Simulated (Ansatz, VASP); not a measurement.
**One calculation of PbS, two programs**

File INCAR:

```
SYSTEM = PbS
PREC     = Accurate       ! precision mode
ENCUT    = 520            ! plane-wave cutoff, eV
EDIFF    = 1E-6           ! SCF threshold, eV
ISMEAR   = 0              ! smearing method
SIGMA    = 0.03           ! smearing width, eV
LREAL    = .FALSE.        ! projectors in reciprocal space
LASPH    = .TRUE.         ! aspherical terms in the spheres
NELM     = 100            ! most SCF steps
ALGO     = Normal         ! electronic algorithm
ISIF     = 2              ! what is computed and relaxed
LWAVE    = .FALSE.        ! write WAVECAR
LCHARG   = .FALSE.        ! write CHGCAR
GGA      = PE             ! functional
IVDW     = 12             ! dispersion correction
NBANDS   = 17             ! bands
```

The input KPOINTS:

```
Automatic mesh
0
G
  12 12 12
  0 0 0
```

POSCAR

```
PbS
1.0
    2.2143315441      1.2784449130      3.0759901649
   -2.2143315441      1.2784449130      3.0759901649
    0.0000000000     -2.5568898261      3.0759901649
Pb S
1 1
Direct
    0.9779892340      0.9779892340      0.9779892340
    0.4776120960      0.4776120960      0.4776120960
```

Input for Ansatz:

```yaml
crystal:
  lattice:
    - [2.2143315441, 1.278444913, 3.0759901649]
    - [-2.2143315441, 1.278444913, 3.0759901649]
    - [0.0, -2.5568898261, 3.0759901649]
  atoms:
    - { symbol: Pb, position: [0.977989234, 0.977989234, 0.977989234] }
    - { symbol: S, position: [0.477612096, 0.477612096, 0.477612096] }
basis:
  ecutwfc: 420
kpoints:
  mp_grid: { grid: [12, 12, 12] }
hamiltonian:
  xc: pbe
  dispersion: d3bj
scf:
  occupations: { method: gaussian, width: 0.03 }
output:
  forces: true
  stress: true
  eigenvalues: true
```

Alike in both runs: task single point; functional PBE; dispersion D3(BJ); k mesh 12 × 12 × 12; occupations gaussian, width 0.03 eV; no spin polarisation.

|  | VASP | Ansatz |
| --- | --- | --- |
| version | VASP 6.6.1 | Ansatz 0.2.0 |
| potentials or method | VASP PAW PBE potentials, release 64 (Pb_d, S) | scalar-relativistic, plane waves, PAW |
| plane-wave cutoff (eV) | 520 | 420 |
| valence electrons in the cell | 20 | 20 |

VASP gave:

* gap on the k mesh at the Fermi level (eV): none
* pressure (GPa): -0.7
* largest component of the traceless stress (GPa): 3.05

What did Ansatz give for the same quantities?

gap on the k mesh at the Fermi level (eV): none; pressure (GPa): -0.7; largest component of the traceless stress (GPa): 3.04.

A gap of «none» marks a metal or a gap that the smearing closes.

Caveats: pairwise dispersion overbinds metals, which lowers pressure and volume. The runs have no spin-orbit coupling, so splittings on Pb are missing.
